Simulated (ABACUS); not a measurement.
Crystal: NaCl.

```
Cl Na
1.0
     0.00000    2.79406    2.79406
     2.79406    0.00000    2.79406
     2.79406    2.79406    0.00000
Cl Na
1 1
Cartesian
  2.7941 2.7941 2.7941
  0.0000 0.0000 0.0000
```

The cell is a database's computed one.

* Program: ABACUS 3.10.1
* Task: single point
* Functional: PBE
* Potentials or basis: PseudoDojo NC SR 0.4.1 PBE standard
* Cutoff: 1361 eV
* Density cutoff: 5442 eV
* Basis: DZP LCAO (the cutoffs set its grid)
* k mesh: 8 × 8 × 8
* Occupations: fermi-dirac, width 0.05 eV
* Spin: no spin polarisation

On this cell: pressure 1.7 GPa; largest force zero by symmetry; band gap on the k mesh 5.41 eV, direct.

The same run follows on a disturbed copy (atoms moved at random, drawn with an rms of 0.05 Å):

```xyz
2
Lattice="0.0000 2.7941 2.7941 2.7941 0.0000 2.7941 2.7941 2.7941 0.0000" Properties=species:S:1:pos:R:3 pbc="T T T"
Cl    2.8348    2.7665    2.7964
Na   -0.0017   -0.0217   -0.0033
```

Task: What changes?

Result: The energy moves by +0.9 meV/atom; pressure 1.7 GPa; largest force 0.071 eV/Å; band gap on the k mesh 5.41 eV, direct.

Forces in eV/Å, atoms in the order of the input:
```
Cl  -0.070  0.005 -0.010
Na   0.070 -0.005  0.010
```

Stress tensor (GPa, compression positive):
```
1.73 0.00 0.00
0.00 1.65 0.00
0.00 0.00 1.65
```

Caveats: the atomic orbitals were generated for these runs and aren't a published set; the basis of atomic orbitals isn't converged, which shifts pressures, moduli and gaps.

